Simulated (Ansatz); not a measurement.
Theory: Ansatz, DFT PBE, scalar-relativistic, plane waves, PAW. All cells share a 420 eV cutoff and Γ-centred k meshes spaced at most about 0.3 Å⁻¹ (about 0.25 or finer for metals, 2π included). No spin polarisation in the final relaxations.

Temperature and zero-point effects are left out.

Two relaxed structures of NiO:

A.

```
Ni O
1.0
     0.00000    3.39315    2.24506
     1.76516    0.00000    2.24506
     1.76516    3.39315    0.00000
Ni O
1 1
Direct
  0.75361 0.75361 0.24639
  0.34220 0.34220 0.65780
```

B.

```
Ni O
1.0
     2.83151    0.00000    0.00000
     0.00000    2.83151    0.00000
     0.00000    0.00000    3.35698
Ni O
1 1
Direct
  0.00000 0.00000 0.50000
  0.00000 0.00000 0.00000
```

Question: Which form is favoured at zero pressure, and by what margin per atom?

Answer: A is lower, by 89 meV/atom. A has space group Fmm2 (No. 42), 13.4 Å³/atom and no gap on its mesh; B has space group P4/mmm (No. 123), 13.5 Å³/atom and no gap. Counting O atoms around Ni (those within 1.25 times the shortest such distance or 1.15 times the sum of covalent radii), A has Ni 3 and B has Ni 2. In A, around Ni lie 3 O at 1.81–1.85 Å; O is surrounded by 3 Ni at 1.81–1.85 Å. In B, around Ni lie 2 O at 1.68 Å; O has 2 Ni at 1.68 Å. Both come from invented guesses. A third cell relaxed alike, in P4_2/mmc, lies 0.46 eV/atom below the lower of the two; the Fmm2 cell fell into it when its atoms were moved at random.

Weakly bound directions are ill-defined at this level, which has no dispersion term (Fmm2), and this can change margins and order among such cells. In such compounds of Ni a zero gap at this level may well be an artefact, since no Hubbard U is applied. Trial moments died out on the coarse mesh in Fmm2 and P4/mmm; another magnetic start might hold. Cells relaxed within their symmetry can be saddle points; a later kick test found a lower structure for NiO Fmm2.

The 89 meV/atom in favour of A ranks two high-lying arrangements and does not identify the ground state, since the P4_2/mmc cell lies far below both. The coordinates describe flat Ni–O sheets in A and straight Ni–O chains in B. With only two partners, each atom in B concentrates its bonding into short contacts of 1.68 Å, whereas A spreads it over three longer ones. The extra neighbour probably more than repays the weaker individual bonds, through added Ni 3d–O 2p covalency and electrostatic attraction, although unequal missing dispersion between sheets and between chains could also contribute to the margin. Packing density hardly separates the two, as their volumes are nearly equal.

Neither cell resembles the known rock-salt oxide, in which octahedral, high-spin d⁸ Ni(II) orders antiferromagnetically. Suppressing spin removes the exchange energy that favours that configuration and tends to favour low-spin, square-planar Ni instead, so even the lowest cell here cannot be taken as the stable form without a spin-polarised rock-salt reference.
